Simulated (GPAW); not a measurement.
# MnO (Pm-3m) in GPAW: convergence with smearing function

Aim: find how far smearing function must go before the results for MnO settle, at r2SCAN. This setting moves, with any that are tied to it; all else stays.

All numbers are computed with GPAW 26.7.0; they aren't measurements. Logs are shortened: lines on timing, memory, paths and dates and some standing lists are left out, and cuts for length are marked. The log counts tension as positive stress, the text compression.

## 1. The structure

The structure is cubic, space group Pm-3m (No. 221). Conventional cell: a = 2.672 Å, b = 2.672 Å, c = 2.672 Å, α = 90.00°, β = 90.00°, γ = 90.00°. Mn (site symmetry m-3m) has 8 O at 2.31 Å as nearest neighbours. O (site symmetry m-3m) is surrounded by 8 Mn at 2.31 Å.

Measurements of this composition are mostly on another form, of space group No. 225.

## 2. With smearing function fermi-dirac

Input file run.py:

```python
from ase.dft.bandgap import bandgap
from ase.io import read, write
from ase.units import GPa
from gpaw import GPAW, PW

atoms = read('MnO.xyz')
atoms.set_initial_magnetic_moments([4.0, 0.0])

calc = GPAW(mode=PW(800),
            xc='MGGA_X_R2SCAN+MGGA_C_R2SCAN',
            kpts={'size': (8, 8, 8), 'gamma': True},
            occupations={'name': 'fermi-dirac', 'width': 0.1},
            nbands=21,
            convergence={'density': 1e-05, 'energy': 1e-05},
            maxiter=100,
            txt='gpaw.txt')
atoms.calc = calc
energy = atoms.get_potential_energy()
forces = atoms.get_forces()
stress = atoms.get_stress()
calc.write('gs.gpw')
write('result.traj', atoms)
print(f'Energy: {energy:.6f} eV')
print('Forces (eV/A):')
print(forces.round(4))
print('Stress (GPa):', (stress / GPa).round(3))
print('Moments:', calc.get_magnetic_moments().round(3))
print('Fermi level:', round(calc.get_fermi_level(), 4), 'eV')
print(f'Gap: {bandgap(calc)[0]:.4f} eV, direct: {bandgap(calc, direct=True)[0]:.4f} eV')
```

Input file MnO.xyz:

```xyz
2
Lattice="2.6723886600 0.0000000000 0.0000000000 0.0000000000 2.6723886600 0.0000000000 0.0000000000 0.0000000000 2.6723886600" Properties=species:S:1:pos:R:3 pbc="T T T"
Mn     0.0000000000      0.0000000000      0.0000000000
O      1.3361943300      1.3361943300      1.3361943300
```

Potentials or basis: GPAW PAW data sets (gpaw-data 1.2.1), pw.

Run with:

```bash
$ OMP_NUM_THREADS=1 python run.py
```

gpaw.txt:

```text
__  _  _
 | _ |_)|_||  |
 |__||  | ||/\| - 26.7.0

Input parameters:
  mode=PW(ecut=800.0),
  convergence={'density': 1e-05, 'energy': 1e-05},
  kpts=MonkhorstPack(size=(8, 8, 8), gamma=True),
  maxiter=100,
  nbands=21,
  occupations=Occupations(name='fermi-dirac', width=0.1),
  xc=XC(name='MGGA_X_R2SCAN+MGGA_C_R2SCAN')

Diagonalizing LCAO Hamiltonian
Converting LCAO to pw mode
   .------.
  /|      |
 * |      |
 | .--O---.
 |/      /
 Mn-----*

Atoms  # Å, Bohr magnetons
|   | symbol |        x |        y |        z |    initial magnetic moments |
|---|--------|----------|----------|----------|-----------------------------|
| 0 |     Mn | 0.000000 | 0.000000 | 0.000000 | ( 0.0000,  0.0000,  4.0000) |
| 1 |      O | 1.336194 | 1.336194 | 1.336194 | ( 0.0000,  0.0000,  0.0000) |

Unit cell  # Å
| periodic |        x |        y |        z |  lengths |    angles |
|----------|----------|----------|----------|----------|-----------|
|      yes | 2.672389 | 0.000000 | 0.000000 | 2.672389 | 90.000000 |
|      yes | 0.000000 | 2.672389 | 0.000000 | 2.672389 | 90.000000 |
|      yes | 0.000000 | 0.000000 | 2.672389 | 2.672389 | 90.000000 |

Number of symmetries: 48
Symmetry operations  # r_c * U_cc + t_c -> r_c
|    | kind |            matrix            |
|----|------|------------------------------|
|  0 |  E   |  1, 0, 0,  0, 1, 0,  0, 0, 1 |
|  1 |  σ   |  1, 0, 0,  0, 1, 0,  0, 0,-1 |
|  2 |  σ   |  1, 0, 0,  0, 0, 1,  0, 1, 0 |
|  3 |  C4  |  1, 0, 0,  0, 0, 1,  0,-1, 0 |
|  4 |  C4  |  1, 0, 0,  0, 0,-1,  0, 1, 0 |
|  5 |  σ   |  1, 0, 0,  0, 0,-1,  0,-1, 0 |
|  6 |  σ   |  1, 0, 0,  0,-1, 0,  0, 0, 1 |
|  7 |  C2  |  1, 0, 0,  0,-1, 0,  0, 0,-1 |
|  8 |  σ   |  0, 1, 0,  1, 0, 0,  0, 0, 1 |
|  9 |  C2  |  0, 1, 0,  1, 0, 0,  0, 0,-1 |
| 10 |  C3  |  0, 1, 0,  0, 0, 1,  1, 0, 0 |
| 11 |  S6  |  0, 1, 0,  0, 0, 1, -1, 0, 0 |
| 12 |  S6  |  0, 1, 0,  0, 0,-1,  1, 0, 0 |
| 13 |  C3  |  0, 1, 0,  0, 0,-1, -1, 0, 0 |
| 14 |  C4  |  0, 1, 0, -1, 0, 0,  0, 0, 1 |
| 15 |  S4  |  0, 1, 0, -1, 0, 0,  0, 0,-1 |
| 16 |  C3  |  0, 0, 1,  1, 0, 0,  0, 1, 0 |
| 17 |  S6  |  0, 0, 1,  1, 0, 0,  0,-1, 0 |
| 18 |  σ   |  0, 0, 1,  0, 1, 0,  1, 0, 0 |
| 19 |  C4  |  0, 0, 1,  0, 1, 0, -1, 0, 0 |
| 20 |  C2  |  0, 0, 1,  0,-1, 0,  1, 0, 0 |
| 21 |  S4  |  0, 0, 1,  0,-1, 0, -1, 0, 0 |
| 22 |  S6  |  0, 0, 1, -1, 0, 0,  0, 1, 0 |
| 23 |  C3  |  0, 0, 1, -1, 0, 0,  0,-1, 0 |
| 24 |  S6  |  0, 0,-1,  1, 0, 0,  0, 1, 0 |
| 25 |  C3  |  0, 0,-1,  1, 0, 0,  0,-1, 0 |
| 26 |  C4  |  0, 0,-1,  0, 1, 0,  1, 0, 0 |
| 27 |  σ   |  0, 0,-1,  0, 1, 0, -1, 0, 0 |
| 28 |  S4  |  0, 0,-1,  0,-1, 0,  1, 0, 0 |
| 29 |  C2  |  0, 0,-1,  0,-1, 0, -1, 0, 0 |
| 30 |  C3  |  0, 0,-1, -1, 0, 0,  0, 1, 0 |
| 31 |  S6  |  0, 0,-1, -1, 0, 0,  0,-1, 0 |
| 32 |  C4  |  0,-1, 0,  1, 0, 0,  0, 0, 1 |
| 33 |  S4  |  0,-1, 0,  1, 0, 0,  0, 0,-1 |
| 34 |  S6  |  0,-1, 0,  0, 0, 1,  1, 0, 0 |
| 35 |  C3  |  0,-1, 0,  0, 0, 1, -1, 0, 0 |
| 36 |  C3  |  0,-1, 0,  0, 0,-1,  1, 0, 0 |
| 37 |  S6  |  0,-1, 0,  0, 0,-1, -1, 0, 0 |
| 38 |  σ   |  0,-1, 0, -1, 0, 0,  0, 0, 1 |
| 39 |  C2  |  0,-1, 0, -1, 0, 0,  0, 0,-1 |
| 40 |  σ   | -1, 0, 0,  0, 1, 0,  0, 0, 1 |
| 41 |  C2  | -1, 0, 0,  0, 1, 0,  0, 0,-1 |
| 42 |  C2  | -1, 0, 0,  0, 0, 1,  0, 1, 0 |
| 43 |  S4  | -1, 0, 0,  0, 0, 1,  0,-1, 0 |
| 44 |  S4  | -1, 0, 0,  0, 0,-1,  0, 1, 0 |
| 45 |  C2  | -1, 0, 0,  0, 0,-1,  0,-1, 0 |
| 46 |  C2  | -1, 0, 0,  0,-1, 0,  0, 0, 1 |
[... 99 lines left out ...]

eigensolver:
  PPCG
  Converge bands: occupied
  niter=2

density mixing:
  MSR1-Mixer
  Pratt-step length: 0.05
  Maximum mixing coefficient: 0.75
  Old densities: 10
  SVD Regularization: 0.005
  Good broyden scale: 1.0
  Trust region scale: 1.0
  Backstep threshold: 4.0
  History deletion threshold: 6.0
  Fourier metric: weight=20.0, sigma=0.015

occupation numbers:
  Fermi-Dirac:
    width: 0.1000  # eV

poisson solver:
  ecut: 6400.0  # eV

xc functional:
  name: MGGA_X_R2SCAN+MGGA_C_R2SCAN with 2 nearest neighbor stencil

convergence criteria:
- Maximum integral of absolute [dens]ity change: 1e-05 electrons / valence electron
- Maximum [total energy] change in last 3 cyles: 1e-05 eV / valence electron
- Maximum integral of absolute [eigenst]ate change: 4e-08 eV^2 / valence electron
maximum number of iterations: 100

SCF iterations
|iter     | |      energy | eigst |  dens |  magmom |
|---------|-|-------------|-------|-------|---------|
|iter:   1| |  -29.007325 | +0.11 |       |  +4.0033|
|iter:   2| |  -23.284046 | -1.74 | -0.91 |  +4.0521|
|iter:   3| |  -24.193615 | -1.41 | -0.92 |  +4.6650|
|iter:   4| |  -23.258250 | -1.72 | -1.07 |  +4.7007|
|iter:   5| |  -23.244362 | -2.46 | -1.59 |  +4.7517|
|iter:   6| |  -23.266431 | -2.78 | -1.74 |  +4.9829|
|iter:   7| |  -23.266444 | -4.81 | -2.48 |  +4.9707|
|iter:   8| |  -23.266673 | -4.64 | -3.03 |  +4.9818|
|iter:   9| |  -23.266680 | -6.81 | -3.71 |  +4.9813|
|iter:  10| |  -23.266684c| -7.25 | -4.22 |  +4.9814|
|iter:  11| |  -23.266684c| -8.03c| -5.22c|  +4.9814|

Converged in 11 steps
Energy contributions relative to reference atoms: (reference = -33554.940374)

Energy contributions:
  Kinetic:          36.016976
  Coulomb:         -28.587148
  Zero:              0.242212
  External:          0.000000
  Xc:              -30.935877
  Entropy:          -0.005691
  Spinorbit:         0.000000
  ----------------------------
  Free energy:     -23.269529
  Extrapolated:    -23.266684

dipole moment: (-5.804110, -5.804110, -5.804110)  # |e|*Ang

Total magnetic moment: (0.000000, 0.000000, 4.981423)

Local magnetic moments
|        x |        y |        z |
|----------|----------|----------|
| 0.000000 | 0.000000 | 4.427115 |  # Mn   0
| 0.000000 | 0.000000 | 0.224934 |  # O    1

Fermi level: 9.499
Eigenvalues  # (at kpt = [0.000, 0.000, 0.000])
| band index |      eig [eV] | occ [0-1] |      eig [eV] | occ [0-1] |
|------------|---------------|-----------|---------------|-----------|
|          0 |       -75.720 |     1.000 |       -69.324 |     1.000 |
|        ... |               |           |               |           |
|          4 |       -12.008 |     1.000 |       -11.446 |     1.000 |
|          5 |         4.290 |     1.000 |         6.794 |     1.000 |
|          6 |         4.290 |     1.000 |         6.794 |     1.000 |
|          7 |         6.131 |     1.000 |         6.794 |     1.000 |
|          8 |         6.131 |     1.000 |         9.431 |     0.665 |
|          9 |         6.131 |     1.000 |         9.431 |     0.665 |
|         10 |         7.072 |     1.000 |        12.163 |     0.000 |
|         11 |         7.072 |     1.000 |        13.134 |     0.000 |
|         12 |         7.072 |     1.000 |        13.134 |     0.000 |
|         13 |         9.673 |     0.150 |        13.134 |     0.000 |
|         14 |        24.789 |     0.000 |        26.782 |     0.000 |
|         15 |        24.789 |     0.000 |        26.782 |     0.000 |
|         16 |        29.371 |     0.000 |        31.486 |     0.000 |
|         17 |        29.371 |     0.000 |        31.486 |     0.000 |
|         18 |        29.371 |     0.000 |        31.486 |     0.000 |
|        ... |               |           |               |           |
|         20 |        39.429 |     0.000 |        41.133 |     0.000 |

No gap
No difference between direct/indirect transitions

Forces  # eV/Ang
|       x |        y |       z |
|---------|----------|---------|
| 0.00000 |  0.00000 | 0.00000 |  # Mn   0
| 0.00000 | -0.00000 | 0.00000 |  # O    1

Stress tensor  # eV/Ang^3
|         x |         y |         z |
|-----------|-----------|-----------|
| -0.122934 |  0.000000 |  0.000000 |
|  0.000000 | -0.122934 |  0.000000 |
|  0.000000 |  0.000000 | -0.122934 |

# Writing to gs.gpw (mode='')
```

It took 97 s on 1 thread of Arm Neoverse V1, shared host; peak memory 0.25 GiB.

What came out:

```
Free energy            : -23.2695 eV
Pressure               : 19.7 GPa
Band gap on the k mesh : none (metal or under the smearing width)
Net moment             : 4.98 μB per cell
Site moments           : Mn +4.43; O +0.22 μB
```

## 3. With smearing function gaussian

run.py, as its differences from that of step 2:

```diff
@@ -11,3 +11,3 @@
             kpts={'size': (8, 8, 8), 'gamma': True},
-            occupations={'name': 'fermi-dirac', 'width': 0.1},
+            occupations={'name': 'methfessel-paxton', 'order': 0, 'width': 0.1},
             nbands=21,
```

MnO.xyz is that of step 2.

Potentials or basis: GPAW PAW data sets (gpaw-data 1.2.1), pw.

Run with:

```bash
$ OMP_NUM_THREADS=1 python run.py
```

Run time: 96 s. Hardware: 1 thread of Arm Neoverse V1, shared host; peak memory 0.25 GiB.

Results (log left out):

| Property | Result |
| --- | --- |
| Free energy | -23.2675 eV |
| Pressure | 20.0 GPa |
| Band gap on the k mesh | 0.08 eV, indirect (least direct gap 1.03 eV) |
| Net moment | 5.00 μB per cell |
| Site moments | Mn +4.44; O +0.23 μB |

## 4. With smearing function marzari-vanderbilt

run.py, as its differences from that of step 3:

```diff
@@ -11,3 +11,3 @@
             kpts={'size': (8, 8, 8), 'gamma': True},
-            occupations={'name': 'methfessel-paxton', 'order': 0, 'width': 0.1},
+            occupations={'name': 'marzari-vanderbilt', 'width': 0.1},
             nbands=21,
```

MnO.xyz is that of step 3.

Run with:

```bash
$ OMP_NUM_THREADS=1 python run.py
```

Wall time 97 s (1 thread of Arm Neoverse V1, shared host); peak memory 0.26 GiB.

It converged, with:

| Property | Result |
| --- | --- |
| Free energy | -23.2670 eV |
| Pressure | 20.1 GPa |
| Band gap on the k mesh | 0.08 eV, indirect (least direct gap 1.04 eV) |
| Net moment | 5.00 μB per cell |
| Site moments | Mn +4.44; O +0.23 μB |

## 5. With smearing function methfessel-paxton

run.py, as its differences from that of step 4:

```diff
@@ -11,3 +11,3 @@
             kpts={'size': (8, 8, 8), 'gamma': True},
-            occupations={'name': 'marzari-vanderbilt', 'width': 0.1},
+            occupations={'name': 'methfessel-paxton', 'width': 0.1, 'order': 1},
             nbands=21,
```

MnO.xyz is that of step 4.

Run with:

```bash
$ OMP_NUM_THREADS=1 python run.py
```

Wall time 94 s (1 thread of Arm Neoverse V1, shared host); peak memory 0.26 GiB.

It converged, with:

- Free energy: -23.2672 eV
- Pressure: 20.1 GPa
- Band gap on the k mesh: 0.08 eV, indirect (least direct gap 1.04 eV)
- Net moment: 5.00 μB per cell
- Site moments: Mn +4.44; O +0.23 μB

## 6. With smearing function tetrahedron-method

run.py, as its differences from that of step 5:

```diff
@@ -11,3 +11,3 @@
             kpts={'size': (8, 8, 8), 'gamma': True},
-            occupations={'name': 'methfessel-paxton', 'width': 0.1, 'order': 1},
+            occupations={'name': 'tetrahedron-method'},
             nbands=21,
```

MnO.xyz is that of step 5.

Potentials or basis: GPAW PAW data sets (gpaw-data 1.2.1), pw.

Run with:

```bash
$ OMP_NUM_THREADS=1 python run.py
```

Run time: 94 s. Hardware: 1 thread of Arm Neoverse V1, shared host; peak memory 0.26 GiB.

It converged, with:

- Free energy: -23.2673 eV
- Pressure: 20.2 GPa
- Band gap on the k mesh: 0.08 eV, indirect (least direct gap 1.04 eV)
- Net moment: 5.00 μB per cell
- Site moments: Mn +4.44; O +0.23 μB

## 7. With smearing function improved-tetrahedron-method

run.py, as its differences from that of step 6:

```diff
@@ -11,3 +11,3 @@
             kpts={'size': (8, 8, 8), 'gamma': True},
-            occupations={'name': 'tetrahedron-method'},
+            occupations={'name': 'improved-tetrahedron-method'},
             nbands=21,
```

MnO.xyz is that of step 6.

Run with:

```bash
$ OMP_NUM_THREADS=1 python run.py
```

It took 94 s on 1 thread of Arm Neoverse V1, shared host; peak memory 0.25 GiB.

The run converged. Its results:

```
Free energy            : -23.2673 eV
Pressure               : 20.2 GPa
Band gap on the k mesh : 0.08 eV, indirect (least direct gap 1.04 eV)
Net moment             : 5.00 μB per cell
Site moments           : Mn +4.44; O +0.23 μB
```

## 8. With smearing function fixed

run.py, as its differences from that of step 7:

```diff
@@ -11,3 +11,3 @@
             kpts={'size': (8, 8, 8), 'gamma': True},
-            occupations={'name': 'improved-tetrahedron-method'},
+            occupations={'width': 0.0},
             nbands=21,
```

MnO.xyz is that of step 7.

Run with:

```bash
$ OMP_NUM_THREADS=1 python run.py
```

Wall time 94 s (1 thread of Arm Neoverse V1, shared host); peak memory 0.26 GiB.

Results (log left out):

- Free energy: -23.2673 eV
- Pressure: 20.2 GPa
- Band gap on the k mesh: 0.08 eV, indirect (least direct gap 1.04 eV)
- Net moment: 5.00 μB per cell
- Site moments: Mn +4.44; O +0.23 μB

## 9. Result

```tsv
smearing function	energy less the tightest run, at zero smearing (meV/atom)	pressure (GPa)	largest site moment (μB)	SCF cycles	CPU time (s)	peak memory (GiB)
fermi-dirac	0.31	19.70	4.43	11	97	0.25
gaussian	0.04	20.03	4.44	11	96	0.25
marzari-vanderbilt	0.14	20.12	4.44	11	96	0.26
methfessel-paxton	0.02	20.14	4.44	11	94	0.26
tetrahedron-method	0.00	20.17	4.44	11	94	0.26
improved-tetrahedron-method	0.00	20.17	4.44	11	94	0.25
fixed	0.00	20.17	4.44	11	94	0.26
```

Against the tightest run, the energy stays within 1 meV/atom from fermi-dirac on; the pressure stays within 0.1 GPa from marzari-vanderbilt on; the largest site moment stays within 0.02 μB from fermi-dirac on. The tightest run that finished is the yardstick and may itself not be fully converged.

Caveats: so large a pressure means that the cell lies far from this level's equilibrium, or that cutoff or potentials fall short; the potentials were made for another functional, which shifts forces and pressure; a cell with one magnetic atom can't hold antiferromagnetic order, which such compounds often take.
